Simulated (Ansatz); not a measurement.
## KNbO3, space group Pm-3m: the orbital character of the bands, step by step

Computed with the Ansatz DFT code, driven from Python.

Contents of `knbo3.vasp`:
```text
KNbO3
1.0
   4.02918278    0.00000000    0.00000000
   0.00000000    4.02918278    0.00000000
   0.00000000    0.00000000    4.02918278
K Nb O
1 1 3
Direct
   0.00000000    0.00000000    0.00000000
   0.50000000    0.50000000    0.50000000
   0.00000000    0.50000000    0.50000000
   0.50000000    0.00000000    0.50000000
   0.50000000    0.50000000    0.00000000
```

Notebook, run cell by cell (the value of a cell's last expression is shown):

**Cell 1**
```python
from dataclasses import dataclass
from pathlib import Path
import warnings

import ansatz
from ase.io import read
import pandas as pd
```

**Cell 2**
```python
@dataclass(frozen=True)
class RunConfig:
    functional: str = "pbesol"
    kgrid: tuple[int, ...] = (3, 3, 3)
    filling: str = "Fixed"
    scf_tol: float = 1e-09
    extra_bands: int = 4
```

**Cell 3**
```python
opts = RunConfig()
```

**Cell 4**
```python
warnings.simplefilter("ignore", ansatz.DeckWarning)
```

**Cell 5**
```python
atoms = read("knbo3.vasp", format="vasp")
system = ansatz.Crystal.from_ase(atoms)
```

**Cell 6**
```python
[site.symbol for site in system.resolved().sites]
```
Output:
```text
['K', 'Nb', 'O', 'O', 'O']
```

**Cell 7**
```python
points = {"G": (0.0, 0.0, 0.0), "X": (0.0, 0.5, 0.0), "M": (0.5, 0.5, 0.0), "R": (0.5, 0.5, 0.5)}
setup = (
    system.calculation()
    .functional(opts.functional)
    .basis(39 * ansatz.Ry)
    .accuracy("low")  # preset for grids and thresholds
    .kpoints(*opts.kgrid, center="gamma")  # the mesh must be finer for metals
    .occupations(opts.filling)  # whole-number filling, right only where there is a gap
    .hubbard("Nb", "d", u=5.4, j=0.9)
    .scf(tolerance=opts.scf_tol, extra_bands=opts.extra_bands)
    .band_structure(list(points.values()), intervals=1)  # levels along the path at the converged density
    .fat_bands()
)
with warnings.catch_warnings(record=True) as caught:
    warnings.simplefilter("always")
    out = setup.run(threads=1)
print("warnings raised:", sorted(w.category.__name__ for w in caught) or "none")
rep = out.report
```
Output:
```text
warnings raised: none
```

**Cell 8**
```python
{key: value for key, value in rep.items() if isinstance(value, (int, float)) and "ev" in key}
```
Output:
```text
{'gap_by_band_count_ev': 2.115406745649034,
 'fermi_energy_ev': 7.937442110004779,
 'harris_foulkes_ev': -7694.359324729544,
 'free_energy_ev': -7694.3593247295175,
 'internal_energy_ev': -7694.3593247295175,
 'lagrangian_ev': -7694.3593247295175,
 'energy_sigma0_ev': -7694.3593247295175,
 'lagrangian_sigma0_ev': -7694.3593247295175,
 'entropy_ts_ev': 0.0,
 'loop_fermi_energy_ev': 7.937442110005413,
 'occupations_fermi_energy_ev': 7.937442110004779}
```

**Cell 9**
```python
file = Path(out.write_results("results")) / "fatbands.tsv"
names = file.read_text().splitlines()[0].lstrip("# ").split("\t")
table = pd.read_csv(file, sep="\t", comment="#", names=names)
near = table[table.e_minus_ef.abs() < 4]
for ik, label in enumerate(points):
    print(label)
    for _, row in near[near.ik == ik].iterrows():
        main = row[names[4:]].astype(float).nlargest(2)
        print(f"   band {int(row.band):3d} {row.e_minus_ef:7.3f} eV  " + ", ".join(f"{k} {v:.2f}" for k, v in main.items()))
```
Output:
```text
G
   band  11  -2.099 eV  o2_l1_2P 0.42, o4_l1_2P 0.27
   band  12  -2.099 eV  o4_l1_2P 0.35, o2_l1_2P 0.30
   band  13  -2.099 eV  o3_l1_2P 0.40, o4_l1_2P 0.32
   band  14  -0.780 eV  o2_l1_2P 0.49, o3_l1_2P 0.46
   band  15  -0.780 eV  o4_l1_2P 0.49, o3_l1_2P 0.38
   band  16  -0.780 eV  o4_l1_2P 0.45, o2_l1_2P 0.38
   band  17  -0.431 eV  o3_l1_2P 0.37, o4_l1_2P 0.34
   band  18  -0.431 eV  o2_l1_2P 0.37, o4_l1_2P 0.31
   band  19  -0.431 eV  o2_l1_2P 0.33, o4_l1_2P 0.33
   band  20   2.115 eV  nb1_l2_4D 1.00, k0_l0_3S 0.00
   band  21   2.115 eV  nb1_l2_4D 1.00, k0_l0_3S 0.00
   band  22   2.115 eV  nb1_l2_4D 1.00, k0_l0_3S 0.00
X
   band  12  -2.104 eV  o3_l1_2P 0.67, nb1_l2_4D 0.31
   band  13  -2.104 eV  o3_l1_2P 0.67, nb1_l2_4D 0.31
   band  14  -2.000 eV  o2_l1_2P 0.51, o4_l1_2P 0.44
   band  15  -2.000 eV  o4_l1_2P 0.51, o2_l1_2P 0.44
   band  16  -1.858 eV  o2_l1_2P 0.43, o4_l1_2P 0.43
   band  17  -1.232 eV  o2_l1_2P 0.48, o4_l1_2P 0.48
   band  18  -0.632 eV  o2_l1_2P 0.52, o4_l1_2P 0.46
   band  19  -0.632 eV  o4_l1_2P 0.52, o2_l1_2P 0.46
   band  20   2.217 eV  nb1_l2_4D 1.00, k0_l0_3S 0.00
M
   band  13  -3.966 eV  nb1_l2_4D 0.35, o2_l1_2P 0.31
   band  14  -2.351 eV  o3_l1_2P 0.58, nb1_l2_4D 0.32
   band  15  -2.351 eV  o2_l1_2P 0.58, nb1_l2_4D 0.32
   band  16  -1.400 eV  o4_l1_2P 0.95, nb1_l1_4P 0.03
   band  17  -1.162 eV  o4_l1_2P 0.95, k0_l1_3P 0.02
   band  18  -1.162 eV  o4_l1_2P 0.95, k0_l1_3P 0.02
   band  19   0.254 eV  o2_l1_2P 0.50, o3_l1_2P 0.50
R
   band  14  -3.402 eV  nb1_l2_4D 0.33, o2_l1_2P 0.28
   band  15  -3.402 eV  nb1_l2_4D 0.33, o3_l1_2P 0.26
   band  16  -3.402 eV  nb1_l2_4D 0.33, o4_l1_2P 0.26
   band  17   0.293 eV  o3_l1_2P 0.47, o2_l1_2P 0.46
   band  18   0.293 eV  o2_l1_2P 0.49, o4_l1_2P 0.47
   band  19   0.293 eV  o3_l1_2P 0.50, o4_l1_2P 0.46
```

What to keep in mind:
- The settings weren't tested for convergence.
- Spin is left out of this run.
- Along an axis with an odd division the mesh misses the point at one half; a gap read on a finite mesh is an upper bound on this functional's gap.
- Semilocal gaps usually lie well under measured ones.
- The computed bands are complete only to about 5.3 eV above the Fermi level.
- U, its shell and the double counting are chosen to explore, and aren't derived for this compound.
- The Fermi level of a run with fixed occupations marks the highest occupied state on its mesh, not mid-gap.
- Energy and stress may still move on a finer k-point mesh.
- An absolute Fermi energy rests on an arbitrary zero of the periodic potential and has no direct meaning.
- This is a high-temperature or high-pressure form, not the ambient phase.
- This cell is a computed structure, which may not be the phase found in nature.
- Gaps and levels are Kohn-Sham values on a finite set of k-points, without spin-orbit coupling.
- Energies are less the Fermi level and bands count from 0. Only the largest channels are printed, equivalent atoms hold more, and in degenerate sets the split between sites is arbitrary; shells that the potentials lack have no channel.
- Wall time of the script: 3.7 s on 1 thread of Arm Neoverse V1, with other jobs on the host, peak memory 0.44 GiB.
